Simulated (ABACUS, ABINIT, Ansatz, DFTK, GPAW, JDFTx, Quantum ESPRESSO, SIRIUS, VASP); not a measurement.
# One calculation of Au, 10 ways

```
Au
1.0
     0.00000    2.03500    2.03500
     2.03500    0.00000    2.03500
     2.03500    2.03500    0.00000
Au
1
Direct
  0.00000 0.00000 0.00000
```

Alike in all runs: task single point; functional PBE; k mesh 11 × 11 × 11; occupations fermi-dirac, width 0.05 eV; no spin polarisation; no spin-orbit coupling. Pressure is positive in compression and, in plane waves, holds the error of the finite cutoff, which Ansatz's Pulay term estimates and takes out.

```tsv
program and potentials	plane-wave cutoff (eV)	notes	pressure (GPa)
VASP, PBE PAW files Au, 520 eV	520	11 valence electrons an atom on average	10.47
SIRIUS, PseudoDojo 0.4.1 PBE standard (scalar relativistic)	1054	19 valence electrons an atom on average	10.35
ABACUS, PseudoDojo NC SR 0.4.1 PBE standard, plane waves	1034	19 valence electrons an atom on average	?
Ansatz, all-electron LAPW, scalar-relativistic	-	-	10.77
Quantum ESPRESSO, SSSP 1.3 efficiency PBE	816	19 valence electrons an atom on average	9.82
JDFTx, PseudoDojo-SR-PBE-0.5-standard	1034	19 valence electrons an atom on average	10.35
GPAW, GPAW PAW data sets (gpaw-data 1.2.1)	600	11 valence electrons an atom on average; this data set often lies off other programs	13.31
Ansatz, Ansatz PAW (earlier soft set)	420	19 valence electrons an atom on average; Pulay term of +0.06 GPa included	10.80
ABINIT, JTH PAW PBE v2.0	544	11 valence electrons an atom on average	10.93
DFTK, PseudoDojo SR PBE 0.4.1 standard (PBE)	1034	19 valence electrons an atom on average	10.31
```

Q: Estimate from the other rows what the run with ABACUS, PseudoDojo NC SR 0.4.1 PBE standard, plane waves gave.

A: Pressure 10.40 GPa. The other rows, which needn't bracket it: pressure 9.82 to 13.31.
